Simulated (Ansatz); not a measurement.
# Equation of state of manganese, omega (AlB2-type)

Theory: DFT, PBE, plane waves (420 eV) with PAW, scalar-relativistic in Ansatz.

The cell is scaled uniformly from the relaxed one, with fractional coordinates and shape fixed. Energies are extrapolated to zero smearing, pressures are those at the given smearing. Magnetic state: spin not included.

| V (Å³/atom) | E − E₀ (meV/atom) | P (GPa) |
| --- | --- | --- |
| 9.496 | 162.7 | 46.10 |
| 9.928 | 65.9 | 27.30 |
| 10.360 | 14.6 | 12.17 |
| 10.791 | 0.0 | -0.03 |
| 11.223 | 15.0 | -9.86 |
| 11.655 | 53.9 | -17.77 |
| 12.086 | 111.9 | -24.12 |

Q: Fit a third-order Birch-Murnaghan equation.

A: V₀ = 10.77 Å³/atom, B₀ = 275 GPa, B₀′ = 4.4.
